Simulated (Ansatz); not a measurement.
# ScAl2: the cost of one run

Computed with Ansatz 0.2.0 (DFT PBEsol, scalar-relativistic, plane waves, PAW, unless a step's input says otherwise).

1 further run of the same task is left out (set aside as unsound or not needed).

**1. Starting point**

The structure is cubic, space group Fd-3m (No. 227). The conventional cell has a = 7.527 Å, b = 7.527 Å, c = 7.527 Å, α = 90.00°, β = 90.00°, γ = 90.00°. Around Sc (site symmetry -43m) lie 12 Al at 3.12 Å and 4 Sc at 3.26 Å. Around Al (site symmetry -3m) lie 6 Al at 2.66 Å.

Structure file:

```xyz
6
Lattice="0.0000 3.7634 3.7634 3.7634 0.0000 3.7634 3.7634 3.7634 0.0000" Properties=species:S:1:pos:R:3 pbc="T T T"
Sc    3.7634    3.7634    3.7634
Sc    5.6451    5.6451    5.6451
Al    0.9409    0.9409    0.9409
Al    0.9409    2.8226    2.8226
Al    2.8226    0.9409    2.8226
Al    2.8226    2.8226    0.9409
```

It goes back to an entry of the Materials Project, which need not be the stable form.

This cell was relaxed beforehand with the same method: volume 17.77 Å³/atom, gap on the mesh none (metal).

**2. Electronic structure at the relaxed geometry**

File input.yaml:

```yaml
crystal:
  lattice:
    - [0.0, 3.7634024213, 3.7634024213]
    - [3.7634024213, 0.0, 3.7634024213]
    - [3.7634024213, 3.7634024213, 0.0]
  atoms:
    - { symbol: Sc, position: [0.5, 0.5, 0.5] }
    - { symbol: Sc, position: [0.75, 0.75, 0.75] }
    - { symbol: Al, position: [0.125, 0.125, 0.125] }
    - { symbol: Al, position: [0.625, 0.125, 0.125] }
    - { symbol: Al, position: [0.125, 0.625, 0.125] }
    - { symbol: Al, position: [0.125, 0.125, 0.625] }
basis:
  ecutwfc: 420
kpoints:
  mp_grid: { grid: [8, 8, 8] }
  band_path:
    path:
      - [[0.0, 0.0, 0.0], [0.5, 0.0, 0.5], [0.625, 0.25, 0.625]]
      - [[0.375, 0.375, 0.75], [0.0, 0.0, 0.0], [0.5, 0.5, 0.5], [0.5, 0.25, 0.75], [0.5, 0.0, 0.5]]
    npoints: 14
hamiltonian:
  xc: pbesol
scf:
  occupations: { method: gaussian, width: 0.1 }
  n_extra_bands: 15
output:
  forces: true
  stress: true
  eigenvalues: true
  populations: true
  dos: { projected: true, de: 0.02, nscf_kmesh: { grid: [12, 12, 12] } }
  bader: true
  write_density: true
  write_potential: true
  elf: true
  volumetric_format: npy
```

Command:

```bash
> ansatz run input.yaml --threads 1 --pin off --max-ram 2560MiB --backend cpu --events-out ev --progress --plain --runs-dir out
```

What time and memory should one allow on 1 thread of AMD EPYC 9R45 (Zen 5), shared host?

About 26 s, with a peak of 0.5 GiB.
